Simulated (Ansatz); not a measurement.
AlNi$_{3}$: a fit and a missing row

AlNi$_{3}$, Pm-3m, a = 3.567 Å. The structure is a Materials Project entry; whether it is the stable form wasn't checked. Ansatz: PBE, PAW, 420 eV, Γ-centred 12×12×12 mesh on 4 atoms, Gaussian smearing 0.10 eV; collinear spin, largest moment 0.3 μB. Symmetry fixes shape and atoms, so the cell is only scaled; pressure is positive in compression.

| V (Å³/atom) | P (GPa) |
| --- | --- |
| 10.663 | 12.98 |
| 11.003 | 5.95 |
| 11.343 | 0.00 |
| 11.683 | -5.02 |
| 12.024 | ? |

Q: Take V0 = 11.343 Å³/atom, fit the third-order Birch–Murnaghan form to the other rows, and predict the missing pressure.

A: With the Eulerian strain f = ½[(V0/V)^(2/3) − 1] and y = P/[3f(1 + 2f)^(5/2)], the form is the line y = B0 + 1.5 B0 (B0′ − 4) f. Rows (f, y): 0.02104, 185.5; 0.01025, 183.9; -0.00975, 180.3. Means f = 0.007180, y = 183.23; Σ(Δf)² = 0.0004881, ΣΔfΔy = 0.08312; the slope is their ratio. y = 182.0 + 170.3 f GPa, so B0 = 182.0 GPa and B0′ = 4 + 2 × (170.3)/(3 × 182.0) = 4.62. At V = 12.024, f = -0.01906, y = 178.75 and P = -9.27 GPa. The run gave -9.27 GPa, the same to the digits shown. The form still works here, 33 % of the fitted range beyond its end.